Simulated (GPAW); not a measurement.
TiC:

```xyz
2
Lattice="0.0000 2.1657 2.1657 2.1657 0.0000 2.1657 2.1657 2.1657 0.0000" Properties=species:S:1:pos:R:3 pbc="T T T"
Ti    0.0000    0.0000    0.0000
C     2.1657    2.1657    2.1657
```

The cell is a database's computed one.

Program: GPAW 26.7.0. Alike in all runs: task band structure; no spin polarisation; cell as given; k mesh 11 × 11 × 11; cutoff (eV) 800; smearing fermi-dirac 0.05 eV.

Q: Order these runs on this cell by their pressure, lowest first.
A. level PBEsol; potentials or basis PAW data sets generated in the run's folder for this functional, pw
B. level LDA; potentials or basis the program's PAW data sets (release 1.2.1) made for this functional, pw
C. level SCAN; potentials or basis GPAW PAW data sets (gpaw-data 1.2.1), pw
D. level PW91; potentials or basis PAW data sets generated in the run's folder for this functional, pw
E. level BLYP; potentials or basis PAW data sets generated in the run's folder for this functional, pw; eigensolver davidson

A: B (-11.8 GPa), A (-5.9 GPa), C (-1.1 GPa), D (0.8 GPa), E (8.7 GPa).

Caveats: the PAW data sets were made with another functional, which shifts forces and pressure a little (some runs).

Runs at the PBE level aren't shown here.
